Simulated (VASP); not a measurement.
# MgTe in VASP: reference runs

Aim: a first look at MgTe with PBE, on the cell as given.

Everything below comes from runs of VASP 6.6.1. Logs are shortened: lines on timing, memory, paths and dates and some standing lists are left out, and cuts for length are marked.

**1. The cell of the first run**

The cell holds a slab with vacuum, 6 atoms: a = 4.571 Å, b = 4.571 Å, c = 23.397 Å, α = 90.00°, β = 90.00°, γ = 120.00°.

**2. Single point, PBE (the (1 1 1) slab of MgTe, cut from the database cell, not relaxed)**

INCAR

```
SYSTEM = MgTe
PREC = Accurate
ENCUT = 520
EDIFF = 1E-7
ISMEAR = -1
SIGMA = 0.05
LREAL = .FALSE.
LASPH = .TRUE.
NELM = 80
ALGO = Normal
ISIF = 2
LWAVE = .FALSE.
LCHARG = .FALSE.
LDIPOL = .TRUE.
IDIPOL = 3
DIPOL = 0.5 0.5 0.500
GGA = PE
NBANDS = 21
```

KPOINTS

```
Automatic mesh
0
G
  7 7 1
  0 0 0
```

POSCAR

```
MgTe
1.0
    4.5707365703      0.0000000000      0.0000000000
   -2.2853682852      3.9583739839      0.0000000000
    0.0000000000      0.0000000000     23.3969792595
Te Mg
3 3
Direct
    0.0000000000      0.0000000000      0.3205542013
    0.3333333333      0.6666666667      0.4800615779
    0.6666666667      0.3333333333      0.6395689545
    0.3333333333      0.6666666667      0.3604310455
    0.6666666667      0.3333333333      0.5199384221
    0.0000000000      0.0000000000      0.6794457987
```

Potentials or basis: VASP PAW PBE potentials, release 64 (Te, Mg).

On the command line:

```
cat potpaw_PBE.64/Te/POTCAR potpaw_PBE.64/Mg/POTCAR > POTCAR
mpirun -np 1 vasp_std > vasp.out
```

OUTCAR:

```text
SYSTEM = MgTe
   PREC = Accurate
   ENCUT = 520
   EDIFF = 1E-7
   ISMEAR = -1
   LREAL = .FALSE.
   LASPH = .TRUE.
   NELM = 80
   ISIF = 2
   GGA = PE

 ion  position               nearest neighbor table
   1  0.000  0.000  0.321-   4 2.80   4 2.80   4 2.80
   2  0.333  0.667  0.480-   4 2.80   5 2.80   5 2.80   5 2.80
   3  0.667  0.333  0.640-   5 2.80   6 2.80   6 2.80   6 2.80
   4  0.333  0.667  0.360-   2 2.80   1 2.80   1 2.80   1 2.80
   5  0.667  0.333  0.520-   3 2.80   2 2.80   2 2.80   2 2.80
   6  0.000  0.000  0.679-   3 2.80   3 2.80   3 2.80

  LATTYP: Found a hexagonal cell.
 ALAT       =     4.5707365703
 C/A-ratio  =     5.1188640823

  Lattice vectors:

 A1 = (   4.5707365703,   0.0000000000,   0.0000000000)
 A2 = (  -2.2853682852,   3.9583739839,   0.0000000000)
 A3 = (   0.0000000000,   0.0000000000,  23.3969792595)

Analysis of symmetry for initial positions (statically):
=====================================================================
 Subroutine PRICEL returns:
 Original cell was already a primitive cell.

 Routine SETGRP: Setting up the symmetry group for a
 hexagonal supercell.

 Subroutine GETGRP returns: Found  6 space group operations
 (whereof  6 operations were pure point group operations)
 out of a pool of 24 trial point group operations.

The static configuration has the point symmetry C_3v.

Analysis of symmetry for dynamics (positions and initial velocities):
=====================================================================
 Subroutine PRICEL returns:
 Original cell was already a primitive cell.

 Routine SETGRP: Setting up the symmetry group for a
 hexagonal supercell.

 Subroutine GETGRP returns: Found  6 space group operations
 (whereof  6 operations were pure point group operations)
 out of a pool of 24 trial point group operations.

The dynamic configuration has the point symmetry C_3v.

 Subroutine INISYM returns: Found  6 space group operations
 (whereof  6 operations are pure point group operations),
 and found     1 'primitive' translations

----------------------------------------------------------------------------------------

                                     Primitive cell

  volume of cell :     423.3142

  direct lattice vectors                    reciprocal lattice vectors
     4.570736570  0.000000000  0.000000000     0.218783118  0.126314492  0.000000000
    -2.285368285  3.958373984  0.000000000     0.000000000  0.252628985  0.000000000
     0.000000000  0.000000000 23.396979260     0.000000000  0.000000000  0.042740560

  length of vectors
     4.570736570  4.570736570 23.396979260     0.252628985  0.252628985  0.042740560

  position of ions in fractional coordinates (direct lattice)
     0.000000000  0.000000000  0.320554201
     0.333333333  0.666666667  0.480061578
     0.666666667  0.333333333  0.639568954
     0.333333333  0.666666667  0.360431046
     0.666666667  0.333333333  0.519938422
     0.000000000  0.000000000  0.679445799

  ion indices of the primitive-cell ions
   primitive index   ion index
                 1           1
                 2           2
                 3           3
                 4           4
                 5           5
                 6           6

----------------------------------------------------------------------------------------

 KPOINTS: Automatic mesh

Automatic generation of k-mesh.
 Grid dimensions read from file:
 generate k-points for:    7    7    1

 Generating k-lattice:

  Cartesian coordinates                     Fractional coordinates (reciprocal lattice)
     0.031254731  0.018044927  0.000000000     0.142857143  0.000000000  0.000000000
     0.000000000  0.036089855  0.000000000     0.000000000  0.142857143  0.000000000
     0.000000000  0.000000000  0.042740560     0.000000000  0.000000000  1.000000000

  Length of vectors
     0.036089855  0.036089855  0.042740560

  Shift w.r.t. Gamma in fractional coordinates (k-lattice)
     0.000000000  0.000000000  0.000000000

 Subroutine IBZKPT returns following result:
 ===========================================

 Found      8 irreducible k-points:

 Following reciprocal coordinates:
            Coordinates               Weight
  0.000000  0.000000  0.000000      1.000000
  0.142857  0.000000  0.000000      6.000000
  0.285714  0.000000  0.000000      6.000000
  0.428571  0.000000  0.000000      6.000000
  0.142857  0.142857  0.000000      6.000000
  0.285714  0.142857  0.000000     12.000000
  0.428571  0.142857  0.000000      6.000000
  0.285714  0.285714  0.000000      6.000000
   k-points           NKPTS =      8   k-points in BZ     NKDIM =      8   number of bands    NBANDS=     21
   number of dos      NEDOS =    301   number of ions     NIONS =      6
   total plane-waves  NPLWV = 233280
   dimension x,y,z NGX =    36 NGY =   36 NGZ =  180
   dimension x,y,z NGXF=    72 NGYF=   72 NGZF=  360
   ions per type =               3   3
   NGX,Y,Z   is equivalent  to a cutoff of  13.09, 13.09, 12.79 a.u.
   NGXF,Y,Z  is equivalent  to a cutoff of  26.19, 26.19, 25.58 a.u.
 SYSTEM =  MgTe
   PREC   = accura    normal or accurate (medium, high low for compatibility)
   ISTART =      0    job   : 0-new  1-cont  2-samecut
   ICHARG =      2    charge: 1-file 2-atom 10-const
   ISPIN  =      1    spin polarized calculation?
   LNONCOLLINEAR =      F non collinear calculations
   LSORBIT =      F    spin-orbit coupling
   LASPH  =      T    aspherical Exc in radial PAW
   ENCUT  =  520.0 eV  38.22 Ry    6.18 a.u.   8.50  8.50 43.50*2*pi/ulx,y,z
   NELM   =     80;   NELMIN=  2; NELMDL= -5     # of ELM steps
   EDIFF  = 0.1E-06   stopping-criterion for ELM
   LREAL  =      F    real-space projection
   EDIFFG = 0.1E-05   stopping-criterion for IOM
   NSW    =      0    number of steps for IOM
   IBRION =     -1    ionic relax: 0-MD 1-quasi-New 2-CG
   NFREE  =      0    steps in history (QN), initial steepest desc. (CG)
   ISIF   =      2    stress and relaxation
   ISYM   =      2    0-nonsym 1-usesym 2-fastsym
   POTIM  = 0.5000    time-step for ionic-motion
   TEBEG  =    0.0;   TEEND  =   0.0 temperature during run
   PSTRESS=    0.0 pullay stress
   NELECT =      24.0000    total number of electrons
   NUPDOWN=      -1.0000    fix difference up-down
   EMIN   =  10.00;   EMAX   =-10.00  energy-range for DOS
   EFERMI =   0.00;   METHOD = LEGACY
   ISMEAR =    -1;   SIGMA  =   0.05  broadening in eV -4-tet -1-fermi 0-gaus
   EFERMI_NEDOS =   21; number of points for ismear=-14 and -15
   IALGO  =     38    algorithm
   IMIX   =      4    mixing-type and parameters
     AMIX     =   0.40;   BMIX     =  1.00
     AMIX_MAG =   1.60;   BMIX_MAG =  1.00
  volume/ion in A,a.u.               =      70.55       476.11
  Fermi-wavevector in a.u.,A,eV,Ry     =   0.628914  1.188474  5.381544  0.395532
  Thomas-Fermi vector in A             =   1.691022
   LORBIT       =      0    0 simple, 1 ext, 2 COOP (PROOUT), +10 PAW based schemes
   GGA     = PE    functional components
   LHFCALC =     F    Hartree Fock is set to
   AEXX    =    0.0000 exact exchange contribution
   IVDW    =     0    specifies the selected vdW correction
   LEPSILON=     F    determine dielectric tensor
   LRPA    =     F    only Hartree local field effects (RPA)
 non-spin polarized calculation
  energy-cutoff  :      520.00
  volume of cell :      423.31
 maximum number of plane-waves:     11493
 NGX is ok and might be reduce to    36
   NGX = 17   NGY = 17   NGZ = 87

 number of electron      24.0000001 magnetization

 dipolmoment           0.000000      0.000000     -0.368962 electrons x Angstroem

 Free energy of the ion-electron system (eV)
  ---------------------------------------------------
  ext. energy  EPLUGINS =         0.00000000
  ---------------------------------------------------
  free energy    TOTEN  =       -17.36569976 eV

  energy without entropy =      -17.32896373  energy(sigma->0) =      -17.34733175

 E-fermi :  -0.8055     XC(G=0):  -4.3663

 val. band max:       -0.8463538334   @ k =   0.1429   0.0000   0.0000
 cond. band min:      -0.8008680601   @ k =   0.1429   0.0000   0.0000
 fundamental gap:      0.0454857733
 Fermi energy:        -0.8055426647

 k-point     1 :       0.0000    0.0000    0.0000
  band No.  band energies     occupation
      1     -13.1194      2.00000
      2     -11.7373      2.00000
      3     -10.3289      2.00000
      4      -5.4990      2.00000
      5      -3.6870      2.00000
      6      -3.4269      2.00000
[... 13 lines left out ...]
     20       3.5542      0.00000
     21       3.5542      0.00000

 k-point     2 :       0.1429    0.0000    0.0000
  band No.  band energies     occupation
      1     -13.0487      2.00000
      2     -11.6681      2.00000
      3     -10.2597      2.00000
      4      -5.4151      2.00000
      5      -4.2429      2.00000
      6      -3.5653      2.00000
[... 13 lines left out ...]
     20       3.1721      0.00000
     21       3.7293      0.00000

 k-point     3 :       0.2857    0.0000    0.0000
  band No.  band energies     occupation
      1     -12.8778      2.00000
      2     -11.5015      2.00000
      3     -10.0934      2.00000
      4      -5.4401      2.00000
      5      -5.0456      2.00000
      6      -3.8365      2.00000
[... 13 lines left out ...]
     20       3.3023      0.00000
     21       3.9710      0.00000
[... 73 lines left out ...]
 k-point     7 :       0.4286    0.1429    0.0000
  band No.  band energies     occupation
      1     -12.6829      2.00000
      2     -11.3127      2.00000
      3      -9.9050      2.00000
      4      -5.9885      2.00000
      5      -5.0837      2.00000
      6      -4.4862      2.00000
[... 13 lines left out ...]
     20       3.8815      0.00000
     21       4.0749      0.00000

 k-point     8 :       0.2857    0.2857    0.0000
  band No.  band energies     occupation
      1     -12.6644      2.00000
      2     -11.2946      2.00000
      3      -9.8868      2.00000
      4      -5.8139      2.00000
      5      -5.0059      2.00000
      6      -4.9346      2.00000
[... 13 lines left out ...]
     20       3.9186      0.00000
     21       3.9700      0.00000

------------------------ aborting loop because EDIFF is reached ----------------------------------------

 vacuum level on the upper side and lower side of the slab       (xc-potential included)        -2.066         1.630

  FORCE on cell =-STRESS in cart. coord.  units (eV):
  Direction    XX          YY          ZZ          XY          YZ          ZX
  --------------------------------------------------------------------------------------
  -------------------------------------------------------------------------------------
  Total       -0.3030259     -0.3030259      1.8562978      0.0000000      0.0000000      0.0000000
  in kB       -1.1469051     -1.1469051      7.0257943      0.0000000      0.0000000      0.0000000
  external PRESSURE =       1.5773280 kB  Pullay stress =       0.0000000 kB

 VOLUME and BASIS-vectors are now :
 -----------------------------------------------------------------------------
  energy-cutoff  :      520.00
  volume of cell :      423.31
      direct lattice vectors                 reciprocal lattice vectors
     4.570736570  0.000000000  0.000000000     0.218783118  0.126314492  0.000000000
    -2.285368285  3.958373984  0.000000000     0.000000000  0.252628985  0.000000000
     0.000000000  0.000000000 23.396979260     0.000000000  0.000000000  0.042740560

 POSITION                                       TOTAL-FORCE (eV/Angst)
 -----------------------------------------------------------------------------------
      0.00000      0.00000      7.50000         0.000000     -0.000000      0.122955
     -0.00000      2.63892     11.23199         0.000000      0.000000      0.720562
      2.28537      1.31946     14.96398        -0.000000      0.000000      0.814637
     -0.00000      2.63892      8.43300        -0.000000      0.000000     -0.561961
      2.28537      1.31946     12.16499        -0.000000      0.000000     -0.747179
      0.00000      0.00000     15.89698         0.000000     -0.000000     -0.349015
 -----------------------------------------------------------------------------------
    total drift:                                0.000000     -0.000000      0.000241

  FREE ENERGIE OF THE ION-ELECTRON SYSTEM (eV)
  ---------------------------------------------------
  free  energy   TOTEN  =       -17.3656997590 eV

  energy  without entropy=      -17.3289637338  energy(sigma->0) =      -17.34733175

 vacuum level on the upper side and lower side of the slab         1.480         5.258
```

Wall time 2.6 min (1 thread of Intel Xeon Platinum 8559C (Emerald Rapids), shared host); peak memory 0.52 GiB.

Results:

```
Free energy            : -17.3657 eV
Largest force          : 0.815 eV/Å
Band gap on the k mesh : none (metal or under the smearing width)
```

Forces in eV/Å, atoms in the order of the input:
```
Te   0.000  0.000  0.123
Te   0.000  0.000  0.721
Te   0.000  0.000  0.815
Mg   0.000  0.000 -0.562
Mg   0.000  0.000 -0.747
Mg   0.000  0.000 -0.349
```

Levels at points of the mesh, in eV from the Fermi level:
```tsv
k point	band 8	band 9	band 10	band 11	band 12	band 13	band 14	band 15	band 16	band 17
(0.00, 0.00, 0.00)	-1.25	-1.25	-0.78	-0.08	0.09	0.09	1.23	2.13	2.72	3.24
```
